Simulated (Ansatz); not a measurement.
# AlFe (P4/mmm): equation of state

An exercise on one series of results from a longer session: the logs are not shown, and one member is left open.

Method: DFT r²SCAN, scalar-relativistic, plane waves, PAW, in Ansatz 0.2.0.

### The starting structure

Symmetry: P4/mmm, No. 123, tetragonal system. Conventional cell: a = 3.051 Å, b = 3.051 Å, c = 2.711 Å, α = 90.00°, β = 90.00°, γ = 90.00°. Al (site symmetry 4/mmm) is surrounded by 8 Fe at 2.55 Å and 2 Al at 2.71 Å. Around Fe (site symmetry 4/mmm) lie 8 Al at 2.55 Å and 2 Fe at 2.71 Å.

Structure file:

```
Al Fe
1.0
     0.00000    3.05127    3.05127
     0.00000   -3.05127    3.05127
     2.71094    0.00000    0.00000
Al Fe
2 2
Cartesian
  0.0000 0.0000 0.0000
  0.0000 0.0000 3.0513
  1.3555 1.5256 1.5256
  1.3555 1.5256 4.5769
```

This cell comes from an earlier session at r²SCAN: 12.620 Å³/atom at 0.00 GPa, on a 12×12×16 mesh. The large moments point both ways and cancel.

Volume factors to run: 0.980, 1.020, 0.960, 1.040.

The first run:

input.yaml

```yaml
crystal:
  lattice:
    - [0.0, 3.0307868826, 3.0307868826]
    - [0.0, -3.0307868826, 3.0307868826]
    - [2.6927480574, 0.0, 0.0]
  atoms:
    - { symbol: Al, position: [0.0, 0.0, 0.0] }
    - { symbol: Fe, position: [0.5, 0.0, 0.5], spin: 2.49 }
    - { symbol: Al, position: [0.5, 0.5, 0.0] }
    - { symbol: Fe, position: [1.0, 0.5, 0.5], spin: -2.49 }
basis:
  ecutwfc: 500
  ecutrho_ratio: 4
kpoints:
  mp_grid: { grid: [12, 12, 16] }
hamiltonian:
  xc: r2scan
scf:
  occupations: { method: gaussian, width: 0.05 }
output:
  forces: true
  stress: true
  eigenvalues: true
  populations: true
magnetization:
  spin_polarized: true
relax:
  f_tol: 0.01
  max_steps: 40
  cell: { stress_tol: 0.1, fix: [volume] }
```

Started as:

```
$ ansatz run input.yaml --threads 2 --pin off --max-ram 5120MiB --backend cpu --events-out ev --progress --plain --runs-dir out
```

Among the steps run: Scaling the volume by 0.980; Volume × 1.020; Scaling the volume by 0.960; Scaling the volume by 1.040.

One of the session's tables, all rows but one given; the rest of the session is left out.

It belongs to the step «Energy and pressure against volume». 

```
volume (Å³/atom)  energy (meV/atom)  pressure (GPa)  moment of atom 2 (μB)
          12.115               6.81            4.38                   2.09
          12.367                  ?               ?                      ?
          12.620               0.00            0.00                   2.26
          12.872               1.62           -2.03                   2.33
          13.125               6.32           -3.84                   2.40
```

Estimate the missing values for volume (Å³/atom) = 12.367.

Worked estimate for «energy (meV/atom)». A straight line through the neighbours (12.115, 6.81) and (12.620, 0.00) gives 6.81 + (0.00 − 6.81) × (12.367 − 12.115) / (12.620 − 12.115) = 3.41; a parabola fitted to 3 rows on both sides gives 1.73.

**Answer.** energy (meV/atom): 1.65; pressure (GPa): 2.14; moment of atom 2 (μB): 2.19. In «energy (meV/atom)» the line misses by +1.76 and the parabola by +0.08.

Limits of these values: Warnings in the runs' records: stability check not made.
